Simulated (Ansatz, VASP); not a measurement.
# Two plane-wave programs on B

INCAR

```
SYSTEM = B
PREC = Accurate
ENCUT = 520
EDIFF = 1E-7
ISMEAR = -1
SIGMA = 0.1
LREAL = .False.
LASPH = .True.
NELM = 60
ALGO = Normal
ISIF = 2
LWAVE = .False.
LCHARG = .True.
GGA = RE
LELF = .True.
LVHAR = .True.
NBANDS = 8
```

Contents of KPOINTS:

```
regular mesh
0
Gamma
  18 18 18
  0 0 0
```

POSCAR

```
B
1.0
    1.9410459810      0.0000000000      0.0000000000
    0.0000000000      1.9410459810      0.0000000000
    0.0000000000      0.0000000000      1.9410459810
B
1
Direct
    0.0000000000      0.0000000000      0.0000000000
```

Input for Ansatz:

```yaml
crystal:
  lattice:
    - [1.941045981, 0.0, 0.0]
    - [0.0, 1.941045981, 0.0]
    - [0.0, 0.0, 1.941045981]
  atoms:
    - { symbol: B, position: [0.0, 0.0, 0.0] }
hamiltonian:
  xc: revpbe
  pseudopotentials:
    kind: paw
    azcp:
      B: "pseudopotentials/B.paw.azcp"
basis:
  ecutwfc: 420
  fft_grid_basis: typed
kpoints:
  mp_grid: { grid: [18, 18, 18], shift: [0, 0, 0] }
magnetization:
  spin_polarized: false
scf:
  occupations: { method: fermi_dirac, width: 0.1 }
  lower_state_search: "off"
output:
  stress: true
  write_density: true
  write_potential: true
  elf: true
  volumetric_format: npy
```

Alike in both runs: task single point; functional revPBE; k mesh 18 × 18 × 18; occupations fermi-dirac, width 0.1 eV; no spin polarisation.

```csv
,VASP,Ansatz
version,VASP 6.6.1,Ansatz 0.2.0
potentials or method,"VASP PAW PBE potentials, release 64 (B)","plane waves (420 eV) with PAW, scalar-relativistic"
plane-wave cutoff (eV),520,420
valence electrons in the cell,3,3
```

VASP gave:

| Property | Result |
| --- | --- |
| pressure (GPa) | -14.8 |

What did Ansatz give for the same quantities?

Pressure (GPa): -14.7.

Caveats: the PAW data sets were made with another functional, which shifts forces and pressure a little (VASP).
